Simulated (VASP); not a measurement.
A run of VASP 6.6.1 is set up as follows.

File INCAR:

```
SYSTEM = Cu
PREC     = Accurate       ! precision mode
ENCUT    = 520            ! plane-wave cutoff, eV
EDIFF    = 1E-6           ! SCF threshold, eV
ISMEAR   = 0              ! smearing method
SIGMA    = 0.02           ! smearing width, eV
LREAL    = .False.        ! projectors in reciprocal space
LASPH    = .True.         ! aspherical terms in the spheres
NELM     = 100            ! most SCF steps
ALGO     = Fast           ! electronic algorithm
ISIF     = 2              ! what is computed and relaxed
LWAVE    = .False.        ! write WAVECAR
LCHARG   = .False.        ! write CHGCAR
GGA      = PE             ! functional
NBANDS   = 12             ! bands
```

KPOINTS

```
regular mesh
0
Gamma
  4 12 2
  0 0 0
```

POSCAR

```
Cu
1.0
   11.0443859107      0.2058348178     -0.0727768974
    0.0398177933      2.3853073992     -0.0076323033
   -4.5235187465     -0.1559011042     21.7046728841
Cu
1
Direct
    0.5000000000      0.5000000000      0.5000000000
```

Potentials or basis: VASP PAW PBE potentials, release 64 (Cu).

Run with:

```bash
$ cat potpaw_PBE.64/Cu/POTCAR > POTCAR
$ mpirun -np 1 vasp_std > vasp.out
```

Predict the pressure.

-0.1 GPa.

Predict the band gap on the k mesh.

none (metal or under the smearing width).

Stress tensor (GPa, compression positive):
```
 0.00  0.00  0.00
 0.00 -0.25  0.00
 0.00  0.00  0.00
```
